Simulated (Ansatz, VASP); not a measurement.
## One calculation of As, two programs

```xyz
4
Lattice="1.8490 -5.5724 0.0000 1.8490 5.5724 0.0000 0.0000 0.0000 4.5288" Properties=species:S:1:pos:R:3 pbc="T T T"
As    1.8490    1.2259    2.5361
As    1.8490   -4.3465    4.2571
As    1.8490   -1.2259    1.9927
As    1.8490    4.3465    0.2717
```

Change from the starting cell: volume scaled by 1.04.

Alike in both runs: task single point; functional PBEsol; k mesh 8 × 8 × 6; occupations fermi-dirac, width 0.05 eV; no spin polarisation.

|  | VASP | Ansatz |
| --- | --- | --- |
| version | VASP 6.6.1 | Ansatz 0.2.0 |
| potentials or method | VASP PAW PBE potentials, release 64 (As) | Ansatz PAW |
| plane-wave cutoff (eV) | 520 | 420 |
| valence electrons in the cell | 20 | 60 |

VASP gave:

```
gap on the k mesh at the Fermi level (eV)       : 0.07
least direct gap on the mesh (eV)               : 0.15
pressure (GPa)                                  : -2.5
largest component of the traceless stress (GPa) : 0.70
rms of the force components (eV/Å)              : 0.160
```

Q: Estimate Ansatz's values.

A: gap on the k mesh at the Fermi level (eV): 0.08; least direct gap on the mesh (eV): 0.16; pressure (GPa): -2.8; largest component of the traceless stress (GPa): 0.68; rms of the force components (eV/Å): 0.195.

Atom by atom the forces differ by 0.037 eV/Å (rms over components). The two sets of potentials don't hold the same shells in valence.

Caveats: the PAW data sets were made with another functional, which shifts forces and pressure a little (VASP); the PAW data sets come from PBE, with cores solved anew for the run's functional, which leaves a small shift of forces and pressure (Ansatz). A k mesh can miss the band edges.
